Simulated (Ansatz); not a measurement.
```
Mg S
1.0
     0.00000    2.58000    2.58000
     2.58000    0.00000    2.58000
     2.58000    2.58000    0.00000
Mg S
1 1
Direct
  0.00000 0.00000 0.00000
  0.50000 0.50000 0.50000
```

| Quantity | Value |
| --- | --- |
| orbitals | PBE |
| datasets | hard PAW set made for 700 eV |
| k mesh | 4×4×4 |
| empty bands | 90 |
| response cutoff | 200 eV |
| wave cutoff | 700 eV |
| frequencies | contour deformation |
| q → 0 term | the completed-sum build's own treatment |
| band sums | completed |

Program: Ansatz. The Kohn-Sham gap (from Γ to k = (0, -0.5, -0.5)) is 2.81 eV.

Q: Estimate the linearised G0W0 gap between these edges.

A: 4.42 eV, a change of +1.60 eV. The valence edge moves by -1.35 eV (Z = 0.77) and the conduction edge by +0.26 eV (Z = 0.81).

This ran on a trial build of the method. The cell is a model at fixed atoms and needn't be the relaxed known crystal. Points k are given in fractions of the reciprocal vectors. The mesh is coarse, so these are values at the stated settings, not converged ones. The response is still cut, so the gap isn't quite at its basis limit. The build that completes the sums treats q → 0 its own way, which shifts gaps on a coarse mesh by up to tenths of an eV. The gap is read on the mesh, and the crystal's band edges can lie off it.
